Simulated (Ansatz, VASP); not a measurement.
**Ti in VASP and in Ansatz**

INCAR

```
PREC = Accurate ; ENCUT = 520
EDIFF = 1E-8 ; ISMEAR = -1
SIGMA = 0.05 ; LREAL = False
LASPH = True ; NELM = 80
ALGO = Normal ; ISIF = 2
LWAVE = False ; LCHARG = False
GGA = PS ; LEFG = True
NBANDS = 12
```

The input KPOINTS:

```
regular mesh
0
Gamma
  14 14 14
```

File POSCAR:

```
Ti
1.0
   -1.6738200000      1.6410000000      1.6410000000
    1.6410000000     -1.6738200000      1.6410000000
    1.6410000000      1.6410000000     -1.6738200000
Ti
1
Direct
    0.0000000000      0.0000000000      0.0000000000
```

Input for Ansatz:

```yaml
crystal:
  lattice:
    - [-1.67382, 1.641, 1.641]
    - [1.641, -1.67382, 1.641]
    - [1.641, 1.641, -1.67382]
  atoms:
    - { symbol: Ti, position: [0.0, 0.0, 0.0] }
kpoints:
  mp_grid: { grid: [14, 14, 14] }
scf:
  occupations: { method: fermi_dirac, width: 0.05 }
hamiltonian:
  xc: pbesol
  pseudopotentials: { kind: all_electron, datasets: crystal }
output:
  forces: true
  stress: true
  eigenvalues: true
  efg: { contact_densities: true }
```

Change from the starting cell: equal xy, yz and zx shear strains of -2 %, crystal datasets.

Alike in both runs: task electric field gradients; functional PBEsol; k mesh 14 × 14 × 14; occupations fermi-dirac, width 0.05 eV; no spin polarisation.

```csv
,VASP,Ansatz
version,VASP 6.6.1,Ansatz 0.2.0
potentials or method,"VASP PAW PBE potentials, release 64 (Ti_sv)","all-electron PAW with datasets made for the crystal, scalar-relativistic"
plane-wave cutoff (eV),520,see its input
```

Ansatz gave:

* pressure (GPa): -6.7
* largest component of the traceless stress (GPa): 0.63
* Vzz of the field gradient on the site that differs most (V/Å²): 9.7

**Question.** Which values does VASP return?

**Answer.** Pressure (GPa): -6.8; largest component of the traceless stress (GPa): 0.62; Vzz of the field gradient on the site that differs most (V/Å²): 9.9.

Ansatz ran all-electron here, so the differences hold the error of VASP's frozen core and of both bases.

Caveats: the PAW data sets were made with another functional, which shifts forces and pressure a little (VASP).
